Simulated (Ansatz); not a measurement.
MgI2 in the CdI2 structure, relaxed with r2SCAN+rVV10: it is trigonal, P-3m1 (No. 164); a = 4.157 Å, c = 6.873 Å in the conventional setting, 34.29 Å³ an atom. Mg is surrounded by 6 I at 2.92 Å; I is surrounded by 3 Mg at 2.92 Å. One-shot G0W0@PBE in Ansatz 0.2.0 on a 6×6×2 mesh (contour deformation, no spin-orbit coupling), from a PBE gap of 3.540 eV over the mesh points (the G0W0 gap is indirect on the mesh); the number N of bands summed and the screening cutoff rise together. (Simulation; spin polarisation is off.)

```tsv
N	cutoff (eV)	1000/N	G0W0 gap (eV)
189	80	5.291	5.094
408	140	2.451	5.236
```

**Lay a straight line in 1000/N through these rows.** The slope is -0.0500 eV per unit of 1000/N and the intercept 5.359 eV.

**Predict the gap at N = 732 (210 eV).** 5.359 + (-0.0500) × 1.366 = 5.291 eV; the run gives 5.307 eV, +0.016 eV from the line.

**With that run's result added, what limit do the last two rows suggest?** Their slope is (5.307 − 5.236)/(1.366 − 2.451) = -0.0654, which meets 1/N = 0 at 5.40 eV, against 5.359 eV from the first line. The slope steepens, so 1/N isn't yet asymptotic and the true limit probably lies higher still; the k mesh isn't extrapolated.

Spin-orbit coupling is left out, which matters wherever the heavy atoms make up the band edges.
